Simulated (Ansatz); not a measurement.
Method: DFT, revPBE, plane waves (420 eV) with PAW, scalar-relativistic in Ansatz 0.2.0. The PAW files were generated under PBE, with cores re-solved for the functional.

An element in the simple cubic structure gives this curve. The cell is scaled uniformly from the relaxed one, with fractional coordinates and shape fixed. Energies are extrapolated to zero smearing, pressures are those at the given smearing. Magnetic state: spin not included.

```csv
V (Å³/atom),E − E₀ (meV/atom),P (GPa)
31.189,66.2,5.71
32.607,27.1,3.37
34.025,6.3,1.53
35.442,0.0,0.08
36.860,5.1,-1.06
38.278,19.3,-1.97
39.695,40.6,-2.68
```

Problem. Which element is it?
A. sodium
B. lead
C. ytterbium
D. lanthanum

Solution. B. Its fit is V₀ = 35.46 Å³/atom, B₀ = 32 GPa, B₀′ = 4.9.
